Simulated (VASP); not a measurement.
# Hg in VASP: work function with PBE

Aim: the work function of Hg with PBE.

All numbers are computed with VASP 6.6.1; they aren't measurements. Logs are shortened: lines on timing, memory, paths and dates and some standing lists are left out, and cuts for length are marked.

## 1. The cell of the first run

The cell holds a slab with vacuum, 4 atoms: a = 3.321 Å, b = 3.410 Å, c = 23.121 Å, α = 90.00°, β = 90.00°, γ = 115.57°.

The slab is cut from a database's or a generator's crystal, which needn't be the stable form of the element.

## 2. Work function, PBE (the (0 0 1) slab of Hg, cut from the database cell, not relaxed)

Contents of INCAR:

```
ALGO     = Normal         # electronic algorithm
DIPOL    = 0.5 0.5 0.500
EDIFF    = 1E-7           # SCF threshold, eV
ENCUT    = 520            # plane-wave cutoff, eV
GGA      = PE             # functional
IDIPOL   = 3            
ISIF     = 2              # what is computed and relaxed
ISMEAR   = 0              # smearing method
LASPH    = T              # aspherical terms in the spheres
LCHARG   = T              # write CHGCAR
LDIPOL   = T            
LELF     = T              # ELF
LREAL    = F              # projectors in reciprocal space
LVACPOTAV= T            
LVHAR    = T            
LWAVE    = F              # write WAVECAR
NELM     = 60             # most SCF steps
PREC     = Accurate       # precision mode
SIGMA    = 0.05           # smearing width, eV
```

Contents of KPOINTS:

```
k-points
0
Gamma
  9 9 1
```

Contents of POSCAR:

```
Hg
1.0
    3.3205578694      0.0000000000      0.0000000000
   -1.4721436807      3.0761348998      0.0000000000
    0.0000000000      0.0000000000     23.1206091033
Hg
4
Direct
    0.4899881360      0.4542386535      0.3243859176
    0.0681903655      0.8651034197      0.4421379029
    0.4017740427      0.4976125408      0.5578620971
    0.9799762721      0.9084773070      0.6756140824
```

Potentials or basis: VASP PAW PBE potentials, release 64 (Hg).

Run with:

```
> cat potpaw_PBE.64/Hg/POTCAR > POTCAR
> mpirun -np 1 vasp_std > vasp.out
```

OUTCAR:

```text
EDIFF = 1E-7
   ENCUT = 520
   GGA = PE
   ISIF = 2
   ISMEAR = 0
   LASPH = T
   LREAL = F
   NELM = 60
   PREC = Accurate

 ion  position               nearest neighbor table
   1  0.490  0.454  0.324-   2 3.28   2 3.31   2 3.61
   2  0.068  0.865  0.442-   1 3.28   3 3.31   1 3.31   3 3.34   3 3.35   1 3.61
   3  0.402  0.498  0.558-   4 3.28   2 3.31   4 3.31   2 3.34   2 3.35   4 3.61
   4  0.980  0.908  0.676-   3 3.28   3 3.31   3 3.61

  LATTYP: Found a simple monoclinic cell.
 ALAT       =     3.3205578694
 B/A-ratio  =     6.9628688951
 C/A-ratio  =     1.0270115110
 COS(beta)  =    -0.4316818949

  Lattice vectors:

 A1 = (   3.3205578694,   0.0000000000,   0.0000000000)
 A2 = (   0.0000000000,   0.0000000000, -23.1206091033)
 A3 = (  -1.4721436807,   3.0761348998,   0.0000000000)

Analysis of symmetry for initial positions (statically):
=====================================================================
 Subroutine PRICEL returns:
 Original cell was already a primitive cell.

 Routine SETGRP: Setting up the symmetry group for a
 simple monoclinic supercell.

 Subroutine GETGRP returns: Found  2 space group operations
 (whereof  1 operations were pure point group operations)
 out of a pool of  4 trial point group operations.

The static configuration has the point symmetry C_1 .
 The point group associated with its full space group is S_2 .

Analysis of symmetry for dynamics (positions and initial velocities):
=====================================================================
 Subroutine PRICEL returns:
 Original cell was already a primitive cell.

 Routine SETGRP: Setting up the symmetry group for a
 simple monoclinic supercell.

 Subroutine GETGRP returns: Found  2 space group operations
 (whereof  1 operations were pure point group operations)
 out of a pool of  4 trial point group operations.

The dynamic configuration has the point symmetry C_1 .
 The point group associated with its full space group is S_2 .

 Subroutine INISYM returns: Found  2 space group operations
 (whereof  1 operations are pure point group operations),
 and found     1 'primitive' translations

----------------------------------------------------------------------------------------

                                     Primitive cell

  volume of cell :     236.1651

  direct lattice vectors                    reciprocal lattice vectors
     3.320557869  0.000000000  0.000000000     0.301154215  0.144123158  0.000000000
[... 91 lines left out ...]
   LREAL  =      F    real-space projection
   EDIFFG = 0.1E-05   stopping-criterion for IOM
   NSW    =      0    number of steps for IOM
   IBRION =     -1    ionic relax: 0-MD 1-quasi-New 2-CG
   NFREE  =      0    steps in history (QN), initial steepest desc. (CG)
   ISIF   =      2    stress and relaxation
   ISYM   =      2    0-nonsym 1-usesym 2-fastsym
   POTIM  = 0.5000    time-step for ionic-motion
   TEBEG  =    0.0;   TEEND  =   0.0 temperature during run
   PSTRESS=    0.0 pullay stress
   NELECT =      48.0000    total number of electrons
   NUPDOWN=      -1.0000    fix difference up-down
   EMIN   =  10.00;   EMAX   =-10.00  energy-range for DOS
   EFERMI =   0.00;   METHOD = LEGACY
   ISMEAR =     0;   SIGMA  =   0.05  broadening in eV -4-tet -1-fermi 0-gaus
   EFERMI_NEDOS =   21; number of points for ismear=-14 and -15
   IALGO  =     38    algorithm
   IMIX   =      4    mixing-type and parameters
     AMIX     =   0.40;   BMIX     =  1.00
     AMIX_MAG =   1.60;   BMIX_MAG =  1.00
  volume/ion in A,a.u.               =      59.04       398.43
  Fermi-wavevector in a.u.,A,eV,Ry     =   0.962535  1.818928 12.605447  0.926474
  Thomas-Fermi vector in A             =   2.092003
   LORBIT       =      0    0 simple, 1 ext, 2 COOP (PROOUT), +10 PAW based schemes
   GGA     = PE    functional components
   LHFCALC =     F    Hartree Fock is set to
   AEXX    =    0.0000 exact exchange contribution
   IVDW    =     0    specifies the selected vdW correction
   LEPSILON=     F    determine dielectric tensor
   LRPA    =     F    only Hartree local field effects (RPA)
 non-spin polarized calculation
 Gauss-broadening in eV      SIGMA  =   0.05
  energy-cutoff  :      520.00
  volume of cell :      236.17
 maximum number of plane-waves:      6407
 NGX is ok and might be reduce to    28
   NGX = 13   NGY = 13   NGZ = 85

 dipolmoment           0.000000      0.000000     -0.000000 electrons x Angstroem

 number of electron      48.0000001 magnetization

 dipolmoment           0.000000      0.000000      0.000000 electrons x Angstroem

 Free energy of the ion-electron system (eV)
  ---------------------------------------------------
  ext. energy  EPLUGINS =         0.00000000
  ---------------------------------------------------
  free energy    TOTEN  =        -0.57274637 eV

  energy without entropy =       -0.57274562  energy(sigma->0) =       -0.57274599

 E-fermi :  -1.6859     XC(G=0):  -5.2117

 val. band max:       -1.8234893655   @ k =   0.4444   0.3333   0.0000
 cond. band min:      -1.5548535851   @ k =   0.0000   0.0000   0.0000
 fundamental gap:      0.2686357804
 Fermi energy:        -1.6859301047

 k-point     1 :       0.0000    0.0000    0.0000
  band No.  band energies     occupation
      1      -9.0632      2.00000
      2      -8.6276      2.00000
      3      -8.4061      2.00000
      4      -8.4051      2.00000
      5      -8.1817      2.00000
      6      -8.1388      2.00000
[... 733 lines left out ...]
     27       1.1960      0.00000
     28       2.0571      0.00000

 [... further k-points ...]
[... 5 lines left out ...]
  --------------------------------------------------------------------------------------
  -------------------------------------------------------------------------------------
  Total        1.3629339      0.8519608      0.9113693     -0.1245490     -0.0033807      0.1383801
  in kB        9.2463360      5.7798226      6.1828583     -0.8449583     -0.0229349      0.9387902
  external PRESSURE =       7.0696723 kB  Pullay stress =       0.0000000 kB

 VOLUME and BASIS-vectors are now :
 -----------------------------------------------------------------------------
  energy-cutoff  :      520.00
  volume of cell :      236.17
      direct lattice vectors                 reciprocal lattice vectors
     3.320557869  0.000000000  0.000000000     0.301154215  0.144123158  0.000000000
    -1.472143681  3.076134900  0.000000000     0.000000000  0.325083273  0.000000000
     0.000000000  0.000000000 23.120609103     0.000000000  0.000000000  0.043251456

 POSITION                                       TOTAL-FORCE (eV/Angst)
 -----------------------------------------------------------------------------------
      0.95833      1.39730      7.50000        -0.018314     -0.001083     -0.133308
     -1.04713      2.66117     10.22250         0.003934      0.004207      0.041441
      0.60156      1.53072     12.89811        -0.003934     -0.004207     -0.041441
      1.91666      2.79460     15.62061         0.018314      0.001083      0.133308
 -----------------------------------------------------------------------------------
    total drift:                                0.000002     -0.000002      0.000015

  FREE ENERGIE OF THE ION-ELECTRON SYSTEM (eV)
  ---------------------------------------------------
  free  energy   TOTEN  =        -0.5727463652 eV

  energy  without entropy=       -0.5727456247  energy(sigma->0) =       -0.57274599

 vacuum level on the upper side and lower side of the slab         2.718         2.718
```

Wall time 3 min (1 thread of Intel Xeon Platinum 8488C (Sapphire Rapids), shared host); peak memory 0.47 GiB.

What came out:

```yaml
Free_energy: -0.5727 eV
Largest_force: 0.135 eV/Å
Band_gap_on_the_k_mesh: 0.27 eV, indirect (least direct gap 0.71 eV)
Ionisation_potential_of_the_upper_face: 4.54 eV
```

Forces on the atoms (eV/Å):
```
Hg  -0.018 -0.001 -0.133
Hg   0.004  0.004  0.041
Hg  -0.004 -0.004 -0.041
Hg   0.018  0.001  0.133
```

Caveat: spin-orbit coupling is left out, which moves the levels of the heavy elements.
